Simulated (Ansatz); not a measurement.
Independent-particle absorption of BP (F-43m, a = 4.548 Å, b = 4.548 Å, c = 4.548 Å, α = 90.00°, β = 90.00°, γ = 90.00°), no local fields or excitons, 0.1 eV broadening. Theory: DFT PBE, scalar-relativistic, plane waves, PAW (Ansatz 0.2.0).

Cutoff 420 eV; k points 10×10×10 on the computed 2-atom cell (Γ-centred); Gaussian smearing, width 0.02 eV; no spin polarisation. The spectrum is summed on a 15×15×15 mesh.

```
B P
1.0
     0.00000    2.27415    2.27415
     2.27415    0.00000    2.27415
     2.27415    2.27415    0.00000
B P
1 1
Cartesian
  0.0000 0.0000 0.0000
  1.1371 1.1371 1.1371
```

(photon energy (eV), ε2,zz): (0.0, 0.00), (0.4, 0.00), (0.8, 0.00), (1.2, 0.00), (1.6, 0.00), (2.0, 0.00), (2.4, 0.00), (2.8, 0.00), (3.2, 0.00), (3.6, 3.05), (4.0, 4.97), (4.4, 6.83), (4.8, 9.41), (5.2, 13.64), (5.6, 32.09), (6.0, 34.49), (6.4, 19.55), (6.8, 14.18), (7.2, 10.58), (7.6, 8.73), (8.0, 7.38), (8.4, 6.31), (8.8, 5.10), (9.2, 4.18), (9.6, 3.43), (10.0, 2.86), (10.4, 2.61), (10.8, 2.42), (11.2, 2.10), (11.6, 1.81), (12.0, 1.74), (12.4, 1.51), (12.8, 1.28), (13.2, 1.15), (13.6, 1.05), (14.0, 0.95)

The strongest peak lies near 5.8 eV. ε∞ (xx, yy, zz) = 9.5, 9.5, 9.5.

Cost: 1 run of about 0.31 core-minutes, on Intel Xeon Platinum 8259CL (Skylake/Cascade Lake) (shared hosts).